**Q:** I measure absorption in bulk WS₂, so I care about the bands near K. A colleague cares about the stretch from Γ towards M. Can you work out both from levels at other points?

**A:** I can try, with error bars. The levels below come from a PBE calculation without spin-orbit coupling. "Level under 1" and "level under 2" are the two highest filled levels, and "level over 1" and "level over 2" are the two lowest empty ones. All are counted from the highest filled level, which lies at Γ. The question marks stand at (0.3, 0.3, 0), close to K at (1/3, 1/3, 0), and at (0.2, 0, 1/3), beside the line from Γ to M.

Kohn–Sham levels of bulk WS₂ (P6₃/mmc, 6-atom cell) from exciting sodium, all-electron LAPW+lo with PBE, without spin polarisation or spin-orbit coupling, at the given geometry. The k mesh is 10×10×3, rgkmax is 7.5 and the Gaussian smearing width is 0.012 eV. Energies are counted from the valence top on this mesh.

| point a (reciprocal cell vector) | point b (reciprocal cell vector) | point c (reciprocal cell vector) | level under 2 (eV) | level under 1 (eV) | level over 1 (eV) | level over 2 (eV) |
| --- | --- | --- | --- | --- | --- | --- |
| 0.0000 | 0.0000 | 0.0000 | -1.090 | 0.000 | 2.248 | 2.248 |
| 0.3000 | 0.0000 | 0.0000 | -1.861 | -1.659 | 1.527 | 1.825 |
| 0.5000 | 0.0000 | 0.0000 | -1.663 | -1.503 | 2.203 | 2.241 |
| 0.2000 | 0.2000 | 0.0000 | -1.511 | -1.492 | 1.125 | 1.976 |
| 0.3000 | 0.3000 | 0.0000 | ? | ? | ? | ? |
| 0.1000 | 0.0000 | 0.3333 | -0.669 | -0.388 | 2.068 | 2.114 |
| 0.2000 | 0.0000 | 0.3333 | ? | ? | ? | ? |

**Q:** Why do the levels seem to come in twos?

**A:** The cell holds two S–W–S layers, so each band of a single layer appears twice, and coupling between the layers pushes the two copies apart. At Γ the top filled pair is split by 1.09 eV. At (0.2, 0.2, 0) that pair is split by only 0.02 eV, while the lowest empty pair is split by 0.85 eV. The coupling therefore depends on the state: orbitals that point out of the layer, above all sulfur $p_z$, reach the next layer most easily, and orbitals lying in the plane reach it less. The two equal empty levels at Γ are an exception: the symmetry within the plane makes them equal, and they are not layer partners. The table holds energies only, so the orbitals and the pairing are standard theory that I bring to it.

**Q:** What does that give for the direct gap near K?

**A:** At K two tungsten $d$ levels face each other across the gap. Away from K they mix, mixed levels repel, and the gap widens:

$$E(q)=\sqrt{E_K^2+(2atq)^2}$$

Here $E_K$ is the gap at K, $q$ the distance from K, $a$ the in-plane lattice constant and $t$ the mixing strength. Rough recalled values without spin-orbit coupling are $E_K=1.8$ eV and $t=1.4$ eV. The point lies nine tenths of the way from Γ to K, so $aq=0.1\times4\pi/3=0.419$ and $2atq=2\times1.4\times0.419=1.17$ eV. The gap is then $\sqrt{1.8^2+1.17^2}=2.15$ eV.

The run itself reports 2.087 eV as the smallest direct gap on its mesh, and no mesh point lies closer to K than this one. I therefore forecast 2.09 eV here, with a range of 2.09 to 2.25 eV. What I am predicting is the place, since the number is borrowed from the run.

**Q:** And the filled levels there?

**A:** I forecast the mean of the top filled pair, which largely removes the layer splitting. A rough recalled value at K is 0.55 eV below the top at Γ. By the formula, the gap widens by 0.35 eV on the way from K, and if both edges share that equally, the filled side drops by 0.17 eV. That gives −0.72 eV, give or take 0.25 eV.

**Q:** Will the empty pair still be split as strongly as at (0.2, 0.2, 0)?

**A:** No. At K the hops between the layers cancel for the lowest empty state, by symmetry. The simplest rule lets the splitting grow in proportion to the distance from K. This point is four times closer to K than (0.2, 0.2, 0), so I forecast a quarter of that splitting, 0.21 eV, with a range of 0.05 to 0.35 eV.

**Q:** What about my colleague's point?

**A:** There I use a smooth wave for the mean of the filled pair: a constant plus a multiple of a sum of three cosines that peaks at Γ and K. Its two constants were fitted to the five known rows, and it gives −1.35 eV. It runs 0.19 eV too low at the neighbour (0.1, 0, 1/3) and 0.14 eV too high at Γ, so a single sum of cosines is too simple here. I correct by the average misfit of that neighbour and (0.3, 0, 0), both part of the fit. The forecast becomes −1.28 eV, give or take 0.25 eV.

**Q:** Then let us see the calculation.

The withheld rows as computed:

| point a (reciprocal cell vector) | point b (reciprocal cell vector) | point c (reciprocal cell vector) | level under 2 (eV) | level under 1 (eV) | level over 1 (eV) | level over 2 (eV) |
| --- | --- | --- | --- | --- | --- | --- |
| 0.3000 | 0.3000 | 0.0000 | -0.884 | -0.727 | 1.360 | 1.381 |
| 0.2000 | 0.0000 | 0.3333 | -1.155 | -1.099 | 1.609 | 1.936 |

**A:** The smallest direct gap is indeed at the point near K. The formula alone was 0.06 eV too wide. The filled pair has its mean at −0.81 eV, within my range and 0.08 eV below the forecast. The smooth wave would have put it 0.29 eV too high. About half of that is an error the fit already has at Γ, where it runs 0.14 eV too high, and the wave carries it over because it gives K the same height as Γ.

**Q:** Can I compare that gap with my absorption edge?

**A:** Not directly. The smallest gap on this mesh is indirect, 1.125 eV from Γ to (0.2, 0.2, 0), so weak absorption can begin well below the direct gap. The direct gap is also smaller at K itself than at this mesh point, by about 0.35 eV in the formula above. Spin-orbit coupling would widen the splitting of the filled pair at K to roughly 0.4 eV and so narrow the direct gap, and PBE usually makes gaps too small to begin with. Light absorption also creates an electron and a hole that attract each other, which these levels leave out.

**Q:** And the point beside the line to M?

**A:** The mean is −1.13 eV, inside the range but 0.15 eV above my forecast. The wave again runs too low, by about as much as at (0.1, 0, 1/3). Averaging with (0.3, 0, 0), where the misfit is small and of opposite sign, weakened a correction that was needed in full. Your colleague's point and (0.1, 0, 1/3) are also the only two with a third coordinate other than zero. My wave ignores that direction, which runs across the layers, so part of the miss may come from there. These few points cannot separate it from the shape within the plane. The printed output after this exchange gives the fit and each miss.

**Q:** You promised a sizeable splitting of the empty pair near K.

**A:** That forecast failed. The splitting is 0.02 eV, a tenth of what I said and below my range. The cancellation at K is sound theory, but I took the slope from (0.2, 0.2, 0), where the empty state probably has a different make-up, with more sulfur $p$ reaching the next layer. A straight line between two different kinds of state has no good basis.

The filled pair near K, for which I made no forecast, is split by 0.16 eV. So the roles are exchanged: at (0.2, 0.2, 0) the empty pair feels the next layer, and near K the filled pair feels it more. Orbital direction alone would suggest the opposite near K, since in standard theory the empty state there is mainly tungsten $d_{z^2}$, which points out of the layer, and the filled state lies mostly in the plane. What decides is that the hops of the empty state cancel at K and those of the filled state do not. To guess a splitting elsewhere, ask both which orbitals can reach the next layer and whether symmetry makes their hops cancel at that point.

**Q:** In a transistor channel made of thick WS₂, would the electrons then avoid K?

**A:** On this mesh the lowest empty level is at (0.2, 0.2, 0), and the one near K is 0.235 eV higher. That is not yet the spacing between the two valleys, because K itself lies lower than the point beside it. With the same equal sharing as before, K is lower by about 0.17 eV, which leaves only some 0.06 eV. The other valley may also dip between mesh points, and spin-orbit coupling shifts both. For a channel model, take the valley spacing from a finer mesh with spin-orbit coupling, since these points do not settle how many electrons K would hold.

Numerical output:

```
fit of vmean on 5 rows: constant -1.296 +/- 0.065, coefficient of f2 0.298 +/- 0.036; rms 0.109, worst 0.1 -0.193, leave-one-out rms 0.228
  rows outside the fit (model, value, miss): 0.3 -0.5155, -0.8055, 0.29; 0.2 -1.353, -1.127, -0.226
Near K, direct gap from the cone alone in eV: 2.148
Near K, forecast direct gap from the mesh minimum in eV: 2.087
Near K, computed direct gap in eV: 2.087
Near K, cone gap less computed gap in eV: 0.0614
Near K, forecast gap less computed gap in eV: 0
Near K, forecast valence pair mean in eV: -0.7242
Near K, forecast less computed valence pair mean in eV: 0.0813
Near K, forecast conduction splitting in eV: 0.2127
Near K, forecast less computed conduction splitting in eV: 0.1918
Beside Gamma-M, forecast valence pair mean in eV: -1.276
Beside Gamma-M, forecast less computed valence pair mean in eV: -0.1487
Lowest conduction level near K less that at (0.2 0.2 0) in eV: 0.235
Pairs at all points in eV:
  row  valence mean  valence splitting  conduction splitting  direct gap
  0.0        -0.545               1.09                     0       2.248
  0.3         -1.76              0.202                 0.298       3.186
  0.5        -1.583               0.16                 0.038       3.706
  0.2        -1.502              0.019                 0.851       2.617
  0.3       -0.8055              0.157                 0.021       2.087
  0.1       -0.5285              0.281                 0.046       2.456
  0.2        -1.127              0.056                 0.327       2.708
```
